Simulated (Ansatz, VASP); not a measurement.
**Mg2S3 in VASP and in Ansatz**

```
Mg S
1.0
     3.86451    0.00000    0.00000
    -1.93226    3.34677    0.00000
     0.00000    0.00000    7.60524
Mg S
2 3
Direct
  0.33333 0.66667 0.20584
  0.66667 0.33333 0.79416
  0.00000 0.00000 0.00000
  0.33333 0.66667 0.64717
  0.66667 0.33333 0.35283
```

Alike in both runs: functional PBE; k mesh 6 × 6 × 4; occupations gaussian, width 0.1 eV; no spin polarisation.

Ansatz relaxed the structure, and its values are those at the end. VASP's run is a single point on that final structure, the one shown.

|  | VASP | Ansatz |
| --- | --- | --- |
| version | VASP 6.6.1 | Ansatz 0.2.0 |
| potentials or method | VASP PAW PBE potentials, release 64 (Mg, S) | scalar-relativistic, plane waves, PAW |
| plane-wave cutoff (eV) | 520 | 420 |
| valence electrons in the cell | 22 | 38 |

Ansatz gave:

* gap on the k mesh at the Fermi level (eV): none
* pressure (GPa): -0.2
* rms of the force components (eV/Å): 0.015

Which values does VASP return?

gap on the k mesh at the Fermi level (eV): none; pressure (GPa): -0.4; rms of the force components (eV/Å): 0.018.

A gap of «none» marks a metal or a gap that the smearing closes. The two sets of potentials don't hold the same shells in valence.
